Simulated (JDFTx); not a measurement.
# CuI (Marshite) (F-43m) in JDFTx: reference runs

Reference runs on CuI (Marshite): the cell as given and a disturbed copy.

Program: JDFTx 1.7.0 (patched build). These are calculated values, not measurements. Logs are shortened: lines on timing, memory, paths and dates and some standing lists are left out, and cuts for length are marked. The log counts tension as positive stress, the text compression.

### 1 Starting point

Symmetry: F-43m, No. 216, cubic system. The conventional cell has a = 6.063 Å, b = 6.063 Å, c = 6.063 Å, α = 90.00°, β = 90.00°, γ = 90.00°. I (site symmetry -43m) has 4 Cu at 2.63 Å as nearest neighbours. Around Cu (site symmetry -43m) lie 4 I at 2.63 Å.

### 2 Single point, PBE

Input file CuI.in:

```
lattice \
    0.0000000000     5.7287047468     5.7287047468 \
    5.7287047468     0.0000000000     5.7287047468 \
    5.7287047468     5.7287047468     0.0000000000
coords-type Lattice
ion I      0.0000000000     0.0000000000     0.0000000000 1
ion Cu     0.7500000000     0.7500000000     0.7500000000 1

ion-species pseudo/I.upf
ion-species pseudo/Cu.upf
elec-cutoff 46 368
elec-ex-corr gga-PBE
kpoint-folding 8 8 8
elec-smearing Fermi 0.0018374661
elec-n-bands 19
electronic-SCF nIterations 100 energyDiffThreshold 1e-09
electronic-minimize nIterations 30 energyDiffThreshold 1e-7
converge-empty-states yes
forces-output-coords Cartesian

dump-name run.$VAR
dump End Ecomponents EigStats BandEigs Kpoints Forces Stress
```

Potentials or basis: PseudoDojo-SR-PBE-0.5-standard with smoothed tails.

Run with:

```sh
jdftx -c 1 -i CuI.in -o CuI.out
```

Standard output:

```text
*************** JDFTx 1.7.0 (patched build) ***************

Input parsed successfully to the following command list (including defaults):
[... the input with its defaults ...]

---------- Setting up symmetries ----------

Found 48 point-group symmetries of the bravais lattice
Found 24 space-group symmetries with basis
Applied RMS atom displacement 0 bohrs to make symmetries exact.

---------- Initializing the Grid ----------
R =
[            0       5.7287       5.7287  ]
[       5.7287            0       5.7287  ]
[       5.7287       5.7287            0  ]
unit cell volume = 376.01
G =
[  -0.548395   0.548395   0.548395  ]
[   0.548395  -0.548395   0.548395  ]
[   0.548395   0.548395  -0.548395  ]
Minimum fftbox size, Smin = [  72  72  72  ]
Chosen fftbox size, S = [  72  72  72  ]

---------- Initializing tighter grid for wavefunction operations ----------
R =
[            0       5.7287       5.7287  ]
[       5.7287            0       5.7287  ]
[       5.7287       5.7287            0  ]
unit cell volume = 376.01
G =
[  -0.548395   0.548395   0.548395  ]
[   0.548395  -0.548395   0.548395  ]
[   0.548395   0.548395  -0.548395  ]
Minimum fftbox size, Smin = [  52  52  52  ]
Chosen fftbox size, S = [  54  54  54  ]

---------- Exchange Correlation functional ----------
Initalized PBE GGA exchange.
Initalized PBE GGA correlation.

---------- Setting up pseudopotentials ----------
Width of ionic core gaussian charges (only for fluid interactions / plotting) set to 0

Reading pseudopotential file 'pseudo/I.upf':
  'I' pseudopotential, 'PBE' functional
  Generated using ONCVPSP code by D. R. Hamann
  7 valence electrons, 2 orbitals, 8 projectors, 1001 radial grid points, with lMax = 3
    5S    l: 0   occupation:  2.0   eigenvalue: -0.639713
    5P    l: 1   occupation:  5.0   eigenvalue: -0.260404
  Core radius for overlap checks: 2.22 bohrs.

Reading pseudopotential file 'pseudo/Cu.upf':
  'Cu' pseudopotential, 'PBE' functional
  Generated using ONCVPSP code by D. R. Hamann
  19 valence electrons, 4 orbitals, 6 projectors, 1001 radial grid points, with lMax = 2
    3S    l: 0   occupation:  2.0   eigenvalue: -4.215294
    3P    l: 1   occupation:  6.0   eigenvalue: -2.651240
    3D    l: 2   occupation: 10.0   eigenvalue: -0.185165
    4S    l: 0   occupation:  1.0   eigenvalue: -0.169411
  Core radius for overlap checks: 1.70 bohrs.

Initialized 2 species with 2 total atoms.

Folded 1 k-points by 8x8x8 to 512 k-points.

---------- Setting up k-points, bands, fillings ----------
Adding inversion symmetry to k-mesh for non-inversion-symmetric unit cell.
Reduced to 29 k-points under symmetry.
Computing the number of bands and number of electrons
Calculating initial fillings.
nElectrons:  26.000000   nBands: 19   nStates: 29

----- Setting up reduced wavefunction bases (one per k-point) -----
average nbasis = 5602.756 , ideal nbasis = 5603.122

---------- Setting up ewald sum ----------
Optimum gaussian width for ewald sums = 2.601879 bohr.
Real space sum over 1331 unit cells with max indices [  5  5  5  ]
Reciprocal space sum over 2197 terms with max indices [  6  6  6  ]

---------- Allocating electronic variables ----------
Initializing wave functions:  linear combination of atomic orbitals
Note: number of bands (19) exceeds available atomic orbitals (14)
I pseudo-atom occupations:   s ( 2 )  p ( 5 )
Cu pseudo-atom occupations:   s ( 2 1 )  p ( 6 )  d ( 10 )
	FillingsUpdate:  mu: +0.287325629  nElectrons: 26.000000
LCAOMinimize: Iter:   0  F: -197.0853094878951595  |grad|_K:  8.781e-04  alpha:  1.000e+00
	FillingsUpdate:  mu: +0.293450796  nElectrons: 26.000000
LCAOMinimize: Iter:   1  F: -197.0876078806082035  |grad|_K:  1.079e-04  alpha:  5.854e-01  linmin:  1.120e-02  cgtest: -1.484e-01
	FillingsUpdate:  mu: +0.292339030  nElectrons: 26.000000
[... 6 lines of inner loops ...]
	FillingsUpdate:  mu: +0.292199725  nElectrons: 26.000000
LCAOMinimize: Iter:   5  F: -197.0876512320848235  |grad|_K:  1.192e-08  alpha:  8.825e-01  linmin: -4.341e-02  cgtest:  1.587e-01
LCAOMinimize: Encountered beta<0, resetting CG.
LCAOMinimize: Converged (|Delta F|<1.000000e-06 for 2 iters).

-------- Electronic minimization -----------
Will mix electronic density at each iteration.
	FillingsUpdate:  mu: +0.292199725  nElectrons: 26.000000
	FillingsUpdate:  mu: +0.282468274  nElectrons: 26.000000
SCF: Cycle:  0   F: -197.143448521470390   dF: -5.580e-02   |Residual|: 1.007e-01   |deigs|: 1.104e-01
	FillingsUpdate:  mu: +0.271285651  nElectrons: 26.000000
SCF: Cycle:  1   F: -197.149770602113676   dF: -6.322e-03   |Residual|: 3.621e-02   |deigs|: 2.230e-02
	FillingsUpdate:  mu: +0.273261321  nElectrons: 26.000000
SCF: Cycle:  2   F: -197.151093110750764   dF: -1.323e-03   |Residual|: 1.717e-02   |deigs|: 6.817e-03
	FillingsUpdate:  mu: +0.272824003  nElectrons: 26.000000
SCF: Cycle:  3   F: -197.151249532705066   dF: -1.564e-04   |Residual|: 3.182e-03   |deigs|: 1.186e-03
	FillingsUpdate:  mu: +0.272585450  nElectrons: 26.000000
SCF: Cycle:  4   F: -197.151265318567880   dF: -1.579e-05   |Residual|: 2.171e-03   |deigs|: 9.368e-04
	FillingsUpdate:  mu: +0.272923516  nElectrons: 26.000000
SCF: Cycle:  5   F: -197.151271605525523   dF: -6.287e-06   |Residual|: 3.778e-04   |deigs|: 6.266e-04
	FillingsUpdate:  mu: +0.272947986  nElectrons: 26.000000
SCF: Cycle:  6   F: -197.151273075336064   dF: -1.470e-06   |Residual|: 2.150e-04   |deigs|: 1.326e-04
	FillingsUpdate:  mu: +0.272945726  nElectrons: 26.000000
SCF: Cycle:  7   F: -197.151274012506406   dF: -9.372e-07   |Residual|: 5.980e-05   |deigs|: 1.407e-04
[... 7 lines left out ...]
SCF: Cycle: 11   F: -197.151274733979960   dF: -5.490e-08   |Residual|: 4.730e-06   |deigs|: 2.273e-04
	FillingsUpdate:  mu: +0.272937528  nElectrons: 26.000000
SCF: Cycle: 12   F: -197.151274755664559   dF: -2.168e-08   |Residual|: 8.876e-06   |deigs|: 9.650e-05
	FillingsUpdate:  mu: +0.272936771  nElectrons: 26.000000
SCF: Cycle: 13   F: -197.151274769645937   dF: -1.398e-08   |Residual|: 8.261e-06   |deigs|: 5.656e-05
	FillingsUpdate:  mu: +0.272937977  nElectrons: 26.000000
SCF: Cycle: 14   F: -197.151274774508892   dF: -4.863e-09   |Residual|: 2.205e-05   |deigs|: 4.105e-05
	FillingsUpdate:  mu: +0.272937279  nElectrons: 26.000000
SCF: Cycle: 15   F: -197.151274778127942   dF: -3.619e-09   |Residual|: 1.745e-05   |deigs|: 7.071e-05
	FillingsUpdate:  mu: +0.272936311  nElectrons: 26.000000
SCF: Cycle: 16   F: -197.151274779524016   dF: -1.396e-09   |Residual|: 8.723e-06   |deigs|: 2.634e-05
	FillingsUpdate:  mu: +0.272935852  nElectrons: 26.000000
SCF: Cycle: 17   F: -197.151274780188942   dF: -6.649e-10   |Residual|: 4.663e-06   |deigs|: 1.543e-05
	FillingsUpdate:  mu: +0.272936465  nElectrons: 26.000000
SCF: Cycle: 18   F: -197.151274780476285   dF: -2.873e-10   |Residual|: 1.162e-05   |deigs|: 1.442e-05
SCF: Converged (|Delta E|<1.000000e-09 for 2 iters).

Setting wave functions to eigenvectors of Hamiltonian
Converging empty states (this may take a while): |deigs|: 6.306e-04

# Stress tensor in Cartesian coordinates [Eh/a0^3]:
[ -4.90409e-06            0            0  ]
[            0 -4.90409e-06            0  ]
[            0            0 -4.90409e-06  ]

# Ionic positions in lattice coordinates:
ion I   0.000000000000000   0.000000000000000   0.000000000000000 1
ion Cu   0.750000000000000   0.750000000000000   0.750000000000000 1

# Forces in Cartesian coordinates:
force I   0.000000000000000  -0.000000000000000   0.000000000000000 1
force Cu  -0.000000000000000  -0.000000000000000   0.000000000000000 1

# Energy components:
   Eewald =      -91.3430046985441493
       EH =       91.9092985821594937
     Eloc =     -234.7186082640511984
      Enl =      -31.7199502517793128
      Exc =      -27.3490170892573587
 Exc_core =        5.4084972588953626
       KE =       90.6615096893672501
-------------------------------------
     Etot =     -197.1512747732099058
       TS =        0.0000000072663780
-------------------------------------
        F =     -197.1512747804762853

IonicMinimize: Iter:   0  F: -197.151274780476285  |grad|_K:        nan
IonicMinimize: None of the convergence criteria satisfied after 0 iterations.

#--- Lowdin population analysis ---
# oxidation-state I -0.261
# oxidation-state Cu +0.434

Dumping 'run.eigStats' ...
	eMin: -3.846334 at state 0 ( [ +0.000000 +0.000000 +0.000000 ] spin 0 )
	HOMO: +0.251374 at state 0 ( [ +0.000000 +0.000000 +0.000000 ] spin 0 )
	mu  : +0.272933
	LUMO: +0.291514 at state 0 ( [ +0.000000 +0.000000 +0.000000 ] spin 0 )
	eMax: +0.683633 at state 28 ( [ +0.250000 +0.500000 -0.250000 ] spin 0 )
	HOMO-LUMO gap: +0.040140
	Optical gap  : +0.040140 at state 0 ( [ +0.000000 +0.000000 +0.000000 ] spin 0 )
Done!
[note: mu as printed may lie anywhere between the filled and the empty levels]
```

Wall time 4.4 min (1 thread of Arm Neoverse V1, shared host); peak memory 0.24 GiB.

Results:

- Free energy: -5364.7595 eV
- Pressure: 0.1 GPa
- Band gap on the k mesh: 1.09 eV, direct
- Loewdin charges: I -0.26; Cu +0.43 e

Caveat: the atomic charges don't sum to the cell's charge; spin-orbit coupling is left out, which moves the levels of the heavy elements.

### 3 Single point, PBE (atoms moved at random, drawn with an rms of 0.05 Å)

CuI.in: that of step 2 with these lines changed.

```diff
@@ -5,4 +5,4 @@
 coords-type Lattice
-ion I      0.0000000000     0.0000000000     0.0000000000 1
-ion Cu     0.7500000000     0.7500000000     0.7500000000 1
+ion I     -0.0046820000     0.0068710000     0.0036750000 1
+ion Cu     0.7620060000     0.7612780000     0.7376760000 1
```

Potentials or basis: PseudoDojo-SR-PBE-0.5-standard with smoothed tails.

Run with:

```sh
jdftx -c 1 -i CuI.in -o CuI.out
```

Wall time 38 min (1 thread of Arm Neoverse V1, shared host); peak memory 1.6 GiB.

Results (log left out):

```yaml
Free_energy: -5364.7527 eV
Pressure: 0.2 GPa
Largest_force: 0.187 eV/Å
Band_gap_on_the_k_mesh: 1.08 eV, direct
Loewdin_charges: I -0.26; Cu +0.43 e
```

Forces on the atoms (eV/Å):
```
I   -0.090 -0.022  0.163
Cu   0.090  0.022 -0.163
```

Stress tensor (GPa, compression positive):
```
 0.24  0.62 -0.08
 0.62  0.26 -0.34
-0.08 -0.34  0.21
```

Levels at points of the mesh, in eV from the valence-band top:
```tsv
k point	band 10	band 11	band 12	band 13	band 14	band 15	band 16	band 17
(0.00, 0.00, 0.00)	-1.86	-0.06	-0.02	0.00	1.08	4.84	4.84	4.88
(0.00, 0.00, 0.50)	-1.84	-1.82	-0.82	-0.76	2.17	5.34	5.53	7.42
(0.00, 0.50, 0.00)	-1.82	-1.77	-0.76	-0.67	2.08	5.23	5.53	7.33
(0.00, 0.50, 0.50)	-1.81	-1.78	-1.53	-1.49	2.66	2.87	9.13	9.68
(0.50, 0.00, 0.00)	-1.81	-1.75	-0.69	-0.64	2.03	5.25	5.43	7.29
(0.50, 0.00, 0.50)	-1.81	-1.78	-1.51	-1.51	2.68	2.86	9.13	9.72
(0.50, 0.50, 0.00)	-1.81	-1.78	-1.55	-1.47	2.64	2.90	9.13	9.64
(0.50, 0.50, 0.50)	-1.82	-1.80	-0.79	-0.70	2.13	5.26	5.55	7.37
```

Caveat: the atomic charges don't sum to the cell's charge; spin-orbit coupling is left out, which moves the levels of the heavy elements.
